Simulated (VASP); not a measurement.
# P (Cmce) in VASP: further runs

The runs below take P through equation of state, with PBE, PBEsol.

Program: VASP 6.6.1. These are calculated values, not measurements. Logs are shortened: lines on timing, memory, paths and dates and some standing lists are left out, and cuts for length are marked.

## (1) The crystal as given

Symmetry: Cmce, No. 64, orthorhombic system. Conventional cell: a = 3.295 Å, b = 10.930 Å, c = 4.544 Å, α = 90.00°, β = 90.00°, γ = 90.00°. P (site symmetry m) is surrounded by 3 P at 2.20 to 2.25 Å.

## (2) Equation of state, PBE, 19.23 Å³/atom (volume scaled by 0.94)

The input, INCAR:

```
PREC = Accurate ; ENCUT = 520
EDIFF = 1E-7 ; ISMEAR = -1
SIGMA = 0.05 ; LREAL = False
LASPH = True ; NELM = 100
ALGO = Normal ; ISIF = 2
LWAVE = False ; LCHARG = False
GGA = PE ; NBANDS = 18
```

The input, KPOINTS:

```
Automatic mesh
0
Gamma
  8 8 6
```

The input, POSCAR:

```
P
1.0
    1.6141062751     -5.3534750391      0.0000000000
    1.6141062751      5.3534750391      0.0000000000
    0.0000000000      0.0000000000      4.4508823070
P
4
Direct
    0.9041431300      0.0958568700      0.5888151700
    0.0958568700      0.9041431300      0.4111848300
    0.5958568700      0.4041431300      0.0888151700
    0.4041431300      0.5958568700      0.9111848300
```

Potentials or basis: VASP PAW PBE potentials, release 64 (P).

Started as:

```bash
cat potpaw_PBE.64/P/POTCAR > POTCAR
mpirun -np 1 vasp_std > vasp.out
```

OUTCAR:

```text
PREC = Accurate
   ENCUT = 520
   EDIFF = 1E-7
   ISMEAR = -1
   LREAL = False
   LASPH = True
   NELM = 100
   ISIF = 2
   GGA = PE

 ion  position               nearest neighbor table
   1  0.904  0.096  0.589-   4 2.16   4 2.16   2 2.20
   2  0.096  0.904  0.411-   3 2.16   3 2.16   1 2.20
   3  0.596  0.404  0.089-   2 2.16   2 2.16   4 2.20
   4  0.404  0.596  0.911-   1 2.16   1 2.16   3 2.20

  LATTYP: Found a base centered orthorhombic cell.
 ALAT       =     3.2282125502
 B/A-ratio  =     3.3166806435
 C/A-ratio  =     1.3787451222

  Lattice vectors:

 A1 = (   1.6141062751,  -5.3534750391,   0.0000000000)
 A2 = (   1.6141062751,   5.3534750391,   0.0000000000)
 A3 = (   0.0000000000,   0.0000000000,   4.4508823070)

Analysis of symmetry for initial positions (statically):
=====================================================================
 Subroutine PRICEL returns:
 Original cell was already a primitive cell.

 Routine SETGRP: Setting up the symmetry group for a
 base centered orthorhombic supercell.

 Subroutine GETGRP returns: Found  8 space group operations
 (whereof  4 operations were pure point group operations)
 out of a pool of  8 trial point group operations.

The static configuration has the point symmetry C_2h.
 The point group associated with its full space group is D_2h.

Analysis of symmetry for dynamics (positions and initial velocities):
=====================================================================
 Subroutine PRICEL returns:
 Original cell was already a primitive cell.

 Routine SETGRP: Setting up the symmetry group for a
 base centered orthorhombic supercell.

 Subroutine GETGRP returns: Found  8 space group operations
 (whereof  4 operations were pure point group operations)
 out of a pool of  8 trial point group operations.

The dynamic configuration has the point symmetry C_2h.
 The point group associated with its full space group is D_2h.

 Subroutine INISYM returns: Found  8 space group operations
 (whereof  4 operations are pure point group operations),
 and found     1 'primitive' translations

----------------------------------------------------------------------------------------

                                     Primitive cell

  volume of cell :      76.9208

  direct lattice vectors                    reciprocal lattice vectors
     1.614106275 -5.353475039  0.000000000     0.309768946 -0.093397279  0.000000000
     1.614106275  5.353475039  0.000000000     0.309768946  0.093397279  0.000000000
     0.000000000  0.000000000  4.450882307     0.000000000  0.000000000  0.224674555

  length of vectors
     5.591514469  5.591514469  4.450882307     0.323542658  0.323542658  0.224674555

  position of ions in fractional coordinates (direct lattice)
     0.904143130  0.095856870  0.588815170
     0.095856870  0.904143130  0.411184830
     0.595856870  0.404143130  0.088815170
     0.404143130  0.595856870  0.911184830

  ion indices of the primitive-cell ions
   primitive index   ion index
                 1           1
                 2           2
                 3           3
                 4           4

----------------------------------------------------------------------------------------

 KPOINTS: Automatic mesh

Automatic generation of k-mesh.
 Grid dimensions read from file:
 generate k-points for:    8    8    6

 Generating k-lattice:

  Cartesian coordinates                     Fractional coordinates (reciprocal lattice)
     0.038721118 -0.011674660  0.000000000     0.125000000 -0.000000000  0.000000000
     0.038721118  0.011674660  0.000000000    -0.000000000  0.125000000  0.000000000
     0.000000000  0.000000000  0.037445759     0.000000000  0.000000000  0.166666667

  Length of vectors
     0.040442832  0.040442832  0.037445759

  Shift w.r.t. Gamma in fractional coordinates (k-lattice)
     0.000000000  0.000000000  0.000000000

 Subroutine IBZKPT returns following result:
 ===========================================

 Found     84 irreducible k-points:

 Following reciprocal coordinates:
            Coordinates               Weight
  0.000000  0.000000  0.000000      1.000000
  0.125000  0.000000  0.000000      4.000000
  0.250000  0.000000  0.000000      4.000000
  0.375000 -0.000000  0.000000      4.000000
  0.500000  0.000000  0.000000      2.000000
  0.125000  0.125000  0.000000      2.000000
[... 42 lines left out ...]
  0.250000  0.125000  0.333333      8.000000
  0.375000  0.125000  0.333333      8.000000
 [... further k-points ...]
   k-points           NKPTS =     84   k-points in BZ     NKDIM =     84   number of bands    NBANDS=     18
   number of dos      NEDOS =    301   number of ions     NIONS =      4
   total plane-waves  NPLWV =  63504
   dimension x,y,z NGX =    42 NGY =   42 NGZ =   36
   dimension x,y,z NGXF=    84 NGYF=   84 NGZF=   72
   ions per type =               4
   NGX,Y,Z   is equivalent  to a cutoff of  12.49, 12.49, 13.45 a.u.
   NGXF,Y,Z  is equivalent  to a cutoff of  24.97, 24.97, 26.89 a.u.
 SYSTEM =  unknown system
   PREC   = accura    normal or accurate (medium, high low for compatibility)
   ISTART =      0    job   : 0-new  1-cont  2-samecut
   ICHARG =      2    charge: 1-file 2-atom 10-const
   ISPIN  =      1    spin polarized calculation?
   LNONCOLLINEAR =      F non collinear calculations
   LSORBIT =      F    spin-orbit coupling
   LASPH  =      T    aspherical Exc in radial PAW
   ENCUT  =  520.0 eV  38.22 Ry    6.18 a.u.  10.40 10.40  8.28*2*pi/ulx,y,z
   NELM   =    100;   NELMIN=  2; NELMDL= -5     # of ELM steps
   EDIFF  = 0.1E-06   stopping-criterion for ELM
   LREAL  =      F    real-space projection
   EDIFFG = 0.1E-05   stopping-criterion for IOM
   NSW    =      0    number of steps for IOM
   IBRION =     -1    ionic relax: 0-MD 1-quasi-New 2-CG
   NFREE  =      0    steps in history (QN), initial steepest desc. (CG)
   ISIF   =      2    stress and relaxation
   ISYM   =      2    0-nonsym 1-usesym 2-fastsym
   POTIM  = 0.5000    time-step for ionic-motion
   TEBEG  =    0.0;   TEEND  =   0.0 temperature during run
   PSTRESS=    0.0 pullay stress
   NELECT =      20.0000    total number of electrons
   NUPDOWN=      -1.0000    fix difference up-down
   EMIN   =  10.00;   EMAX   =-10.00  energy-range for DOS
   EFERMI =   0.00;   METHOD = LEGACY
   ISMEAR =    -1;   SIGMA  =   0.05  broadening in eV -4-tet -1-fermi 0-gaus
   EFERMI_NEDOS =   21; number of points for ismear=-14 and -15
   IALGO  =     38    algorithm
   IMIX   =      4    mixing-type and parameters
     AMIX     =   0.40;   BMIX     =  1.00
     AMIX_MAG =   1.60;   BMIX_MAG =  1.00
  volume/ion in A,a.u.               =      19.23       129.77
  Fermi-wavevector in a.u.,A,eV,Ry     =   1.044889  1.974554 14.854746  1.091793
  Thomas-Fermi vector in A             =   2.179661
   LORBIT       =      0    0 simple, 1 ext, 2 COOP (PROOUT), +10 PAW based schemes
   GGA     = PE    functional components
   LHFCALC =     F    Hartree Fock is set to
   AEXX    =    0.0000 exact exchange contribution
   IVDW    =     0    specifies the selected vdW correction
   LEPSILON=     F    determine dielectric tensor
   LRPA    =     F    only Hartree local field effects (RPA)
 non-spin polarized calculation
  energy-cutoff  :      520.00
  volume of cell :       76.92
 maximum number of plane-waves:      2095
 NGX is ok and might be reduce to    42
   NGX = 21   NGY = 21   NGZ = 17

 number of electron      19.9999999 magnetization

 Free energy of the ion-electron system (eV)
  ---------------------------------------------------
  ext. energy  EPLUGINS =         0.00000000
  ---------------------------------------------------
  free energy    TOTEN  =       -21.35978793 eV

  energy without entropy =      -21.35916397  energy(sigma->0) =      -21.35947595

 E-fermi :   6.5951     XC(G=0):  -9.6923

 val. band max:        6.5763134215   @ k =   0.5000   0.5000   0.0000
 cond. band min:       6.6005596164   @ k =   0.5000   0.5000   0.0000
 fundamental gap:      0.0242461950
 Fermi energy:         6.5950604003

 k-point     1 :       0.0000    0.0000    0.0000
  band No.  band energies     occupation
      1      -9.8085      2.00000
      2      -6.8595      2.00000
      3      -3.4280      2.00000
      4      -0.6147      2.00000
      5       1.3120      2.00000
      6       1.7761      2.00000
[... 10 lines left out ...]
     17      13.4361      0.00000
     18      14.0067      0.00000

 k-point     2 :       0.1250    0.0000    0.0000
  band No.  band energies     occupation
      1      -9.6062      2.00000
      2      -6.6698      2.00000
      3      -3.5010      2.00000
      4      -0.4344      2.00000
      5       1.2823      2.00000
      6       1.4119      2.00000
[... 10 lines left out ...]
     17      12.3701      0.00000
     18      13.5080      0.00000

 k-point     3 :       0.2500    0.0000    0.0000
  band No.  band energies     occupation
      1      -9.0055      2.00000
      2      -6.1007      2.00000
      3      -4.0167      2.00000
      4      -0.2707      2.00000
      5       0.0683      2.00000
      6       0.2077      2.00000
[... 10 lines left out ...]
     17      12.1479      0.00000
     18      13.3421      0.00000

 k-point     4 :       0.3750   -0.0000    0.0000
  band No.  band energies     occupation
      1      -8.0294      2.00000
      2      -5.2610      2.00000
      3      -5.1539      2.00000
      4      -2.1740      2.00000
      5       0.1744      2.00000
      6       0.6769      2.00000
[... 711 lines left out ...]
      4      -0.7731      2.00000
      5       1.1169      2.00000
      6       2.0261      2.00000
[... 10 lines left out ...]
     17      12.4611      0.00000
     18      13.7165      0.00000

 k-point    39 :       0.3750    0.3750    0.1667
  band No.  band energies     occupation
      1      -8.7422      2.00000
      2      -6.5709      2.00000
      3      -3.9354      2.00000
      4      -0.7833      2.00000
      5      -0.2660      2.00000
      6       0.8143      2.00000
[... 10 lines left out ...]
     17      12.0688      0.00000
     18      13.1343      0.00000

 k-point    40 :       0.5000    0.3750    0.1667
  band No.  band energies     occupation
      1      -9.3274      2.00000
      2      -7.1465      2.00000
      3      -3.5709      2.00000
      4      -0.7303      2.00000
      5       0.8032      2.00000
      6       1.7560      2.00000
[... 10 lines left out ...]
     17      11.8380      0.00000
     18      12.7933      0.00000

 [... further k-points ...]

------------------------ aborting loop because EDIFF is reached ----------------------------------------

  FORCE on cell =-STRESS in cart. coord.  units (eV):
  Direction    XX          YY          ZZ          XY          YZ          ZX
  --------------------------------------------------------------------------------------
  -------------------------------------------------------------------------------------
  Total        3.9996422      2.8766072      3.3562251      0.0000000      0.0000000      0.0000000
  in kB       83.3081932     59.9165959     69.9065145      0.0000000      0.0000000      0.0000000
  external PRESSURE =      71.0437678 kB  Pullay stress =       0.0000000 kB

 VOLUME and BASIS-vectors are now :
 -----------------------------------------------------------------------------
  energy-cutoff  :      520.00
  volume of cell :       76.92
      direct lattice vectors                 reciprocal lattice vectors
     1.614106275 -5.353475039  0.000000000     0.309768946 -0.093397279  0.000000000
     1.614106275  5.353475039  0.000000000     0.309768946  0.093397279  0.000000000
     0.000000000  0.000000000  4.450882307     0.000000000  0.000000000  0.224674555

 POSITION                                       TOTAL-FORCE (eV/Angst)
 -----------------------------------------------------------------------------------
      1.61411     -4.32714      2.62075         0.000000      0.575100     -0.630272
      1.61411      4.32714      1.83014         0.000000     -0.575100      0.630272
      1.61411     -1.02633      0.39531         0.000000     -0.575100     -0.630272
      1.61411      1.02633      4.05558         0.000000      0.575100      0.630272
 -----------------------------------------------------------------------------------
    total drift:                               -0.000000     -0.000000      0.000000

  FREE ENERGIE OF THE ION-ELECTRON SYSTEM (eV)
  ---------------------------------------------------
  free  energy   TOTEN  =       -21.3597879266 eV

  energy  without entropy=      -21.3591639658  energy(sigma->0) =      -21.35947595
```

Run time: 87 s. Hardware: 1 thread of AMD EPYC 9R45 (Zen 5), shared host; peak memory 0.23 GiB.

Results:

```yaml
Free_energy: -21.3598 eV
Pressure: 7.1 GPa
Largest_force: 0.853 eV/Å
Band_gap_on_the_k_mesh: 0.02 eV, direct
```

## (3) Equation of state, PBE, 19.64 Å³/atom (volume scaled by 0.96)

The input, INCAR:

```
SYSTEM = P
PREC = Accurate
ENCUT = 520
EDIFF = 1E-7
ISMEAR = -1
SIGMA = 0.05
LREAL = .FALSE.
LASPH = .TRUE.
NELM = 80
ALGO = Normal
ISIF = 2
LWAVE = .FALSE.
LCHARG = .FALSE.
GGA = PE
NBANDS = 18
```

The input, KPOINTS:

```
regular mesh
0
G
  8 8 6
  0 0 0
```

The input, POSCAR:

```
P
1.0
    1.6254735952     -5.3911768097      0.0000000000
    1.6254735952      5.3911768097      0.0000000000
    0.0000000000      0.0000000000      4.4822275814
P
4
Direct
    0.9041431300      0.0958568700      0.5888151700
    0.0958568700      0.9041431300      0.4111848300
    0.5958568700      0.4041431300      0.0888151700
    0.4041431300      0.5958568700      0.9111848300
```

Potentials or basis: VASP PAW PBE potentials, release 64 (P).

Started as:

```bash
cat potpaw_PBE.64/P/POTCAR > POTCAR
mpirun -np 1 vasp_std > vasp.out
```

Wall time 84 s (1 thread of AMD EPYC 9R45 (Zen 5), shared host); peak memory 0.23 GiB.

It converged, with:

```yaml
Free_energy: -21.4222 eV
Pressure: 5.1 GPa
Largest_force: 0.647 eV/Å
Band_gap_on_the_k_mesh: 0.05 eV, direct
```

## (4) Equation of state, PBE, 20.05 Å³/atom (volume scaled by 0.98)

The input, INCAR:

```
SYSTEM = P
PREC = Accurate
ENCUT = 520
EDIFF = 1E-7
ISMEAR = -1
SIGMA = 0.05
LREAL = .False.
LASPH = .True.
NELM = 80
ALGO = Normal
ISIF = 2
LWAVE = .False.
LCHARG = .False.
GGA = PE
NBANDS = 18
```

The input, KPOINTS:

```
Automatic mesh
0
Gamma
  8 8 6
  0 0 0
```

The input, POSCAR:

```
P
1.0
    1.6366841122     -5.4283585144      0.0000000000
    1.6366841122      5.4283585144      0.0000000000
    0.0000000000      0.0000000000      4.5131404726
P
4
Direct
    0.9041431300      0.0958568700      0.5888151700
    0.0958568700      0.9041431300      0.4111848300
    0.5958568700      0.4041431300      0.0888151700
    0.4041431300      0.5958568700      0.9111848300
```

Started as:

```bash
cat potpaw_PBE.64/P/POTCAR > POTCAR
mpirun -np 1 vasp_std > vasp.out
```

Wall time 73 s (1 thread of AMD EPYC 9R45 (Zen 5), shared host); peak memory 0.23 GiB.

The run converged. Its results:

* Free energy: -21.4652 eV
* Pressure: 3.3 GPa
* Largest force: 0.458 eV/Å
* Band gap on the k mesh: 0.08 eV, direct

## (5) Equation of state, PBE, 20.87 Å³/atom (volume scaled by 1.02)

The input, INCAR:

```
SYSTEM = P
PREC = Accurate
ENCUT = 520
EDIFF = 1E-7
ISMEAR = -1
SIGMA = 0.05
LREAL = .FALSE.
LASPH = .TRUE.
NELM = 100
ALGO = Normal
ISIF = 2
LWAVE = .FALSE.
LCHARG = .FALSE.
GGA = PE
NBANDS = 18
```

The input, KPOINTS:

```
regular mesh
0
G
  8 8 6
  0 0 0
```

The input, POSCAR:

```
P
1.0
    1.6586556482     -5.5012310827      0.0000000000
    1.6586556482      5.5012310827      0.0000000000
    0.0000000000      0.0000000000      4.5737267689
P
4
Direct
    0.9041431300      0.0958568700      0.5888151700
    0.0958568700      0.9041431300      0.4111848300
    0.5958568700      0.4041431300      0.0888151700
    0.4041431300      0.5958568700      0.9111848300
```

Started as:

```bash
cat potpaw_PBE.64/P/POTCAR > POTCAR
mpirun -np 1 vasp_std > vasp.out
```

Wall time 1.8 min (1 thread of AMD EPYC 9R45 (Zen 5), shared host); peak memory 0.27 GiB.

It converged, with:

* Free energy: -21.5004 eV
* Pressure: 0.2 GPa
* Largest force: 0.148 eV/Å
* Band gap on the k mesh: 0.15 eV, direct

## (6) Equation of state, PBE, 21.28 Å³/atom (volume scaled by 1.04)

The input, INCAR:

```
SYSTEM = P
  PREC = Accurate
  ENCUT = 520
  EDIFF = 1E-7
  ISMEAR = -1
  SIGMA = 0.05
  LREAL = .FALSE.
  LASPH = .TRUE.
  NELM = 80
  ALGO = Normal
  ISIF = 2
  LWAVE = .FALSE.
  LCHARG = .FALSE.
  GGA = PE
  NBANDS = 18
```

The input, KPOINTS:

```
Automatic mesh
0
G
  8 8 6
  0 0 0
```

The input, POSCAR:

```
P
1.0
    1.6694264413     -5.5369543634      0.0000000000
    1.6694264413      5.5369543634      0.0000000000
    0.0000000000      0.0000000000      4.6034271255
P
4
Direct
    0.9041431300      0.0958568700      0.5888151700
    0.0958568700      0.9041431300      0.4111848300
    0.5958568700      0.4041431300      0.0888151700
    0.4041431300      0.5958568700      0.9111848300
```

Potentials or basis: VASP PAW PBE potentials, release 64 (P).

Started as:

```bash
cat potpaw_PBE.64/P/POTCAR > POTCAR
mpirun -np 1 vasp_std > vasp.out
```

Run time: 1.7 min. Hardware: 1 thread of AMD EPYC 9R45 (Zen 5), shared host; peak memory 0.26 GiB.

The run converged. Its results:

| Quantity | Value |
| --- | --- |
| Free energy | -21.4960 eV |
| Pressure | -1.1 GPa |
| Largest force | 0.123 eV/Å |
| Band gap on the k mesh | 0.19 eV, direct |

## (7) Equation of state, PBE, 21.69 Å³/atom (volume scaled by 1.06)

The input, INCAR:

```
PREC     = Accurate       # precision mode
ENCUT    = 520            # plane-wave cutoff, eV
EDIFF    = 1E-7           # SCF threshold, eV
ISMEAR   = -1             # smearing method
SIGMA    = 0.05           # smearing width, eV
LREAL    = False          # projectors in reciprocal space
LASPH    = True           # aspherical terms in the spheres
NELM     = 60             # most SCF steps
ALGO     = Normal         # electronic algorithm
ISIF     = 2              # what is computed and relaxed
LWAVE    = False          # write WAVECAR
LCHARG   = False          # write CHGCAR
GGA      = PE             # functional
NBANDS   = 18             # bands
```

The input, KPOINTS:

```
regular mesh
0
Gamma
  8 8 6
```

The input, POSCAR:

```
P
1.0
    1.6800600174     -5.5722225395      0.0000000000
    1.6800600174      5.5722225395      0.0000000000
    0.0000000000      0.0000000000      4.6327491080
P
4
Direct
    0.9041431300      0.0958568700      0.5888151700
    0.0958568700      0.9041431300      0.4111848300
    0.5958568700      0.4041431300      0.0888151700
    0.4041431300      0.5958568700      0.9111848300
```

Started as:

```bash
cat potpaw_PBE.64/P/POTCAR > POTCAR
mpirun -np 1 vasp_std > vasp.out
```

It took 1.7 min on 1 thread of AMD EPYC 9R45 (Zen 5), shared host; peak memory 0.27 GiB.

The run converged. Its results:

```
Free energy            : -21.4787 eV
Pressure               : -2.3 GPa
Largest force          : 0.228 eV/Å
Band gap on the k mesh : 0.23 eV, direct
```

## (8) Equation of state, PBE

Potentials or basis: VASP PAW PBE potentials, release 64 (P).

No new run: the results of the series are fitted here.

Results:

| Property | Result |
| --- | --- |
| Equilibrium volume | 20.94 Å³/atom |
| Bulk modulus at fixed shape and positions | 70 GPa |
| Pressure derivative of the bulk modulus | 4.3 |

Energy against volume, from the lowest point:
| volume (Å³/atom) | energy (meV/atom) |
| --- | --- |
| 19.230 | 35.16 |
| 19.639 | 19.55 |
| 20.049 | 8.80 |
| 20.458 | 2.43 |
| 20.867 | 0.00 |
| 21.276 | 1.12 |
| 21.685 | 5.43 |

Caveat: the cell was scaled at fixed shape and fractional positions, which overstates the stiffness of a crystal with free parameters, most of all of layers and chains.

(Continued in part 2 of 2.)
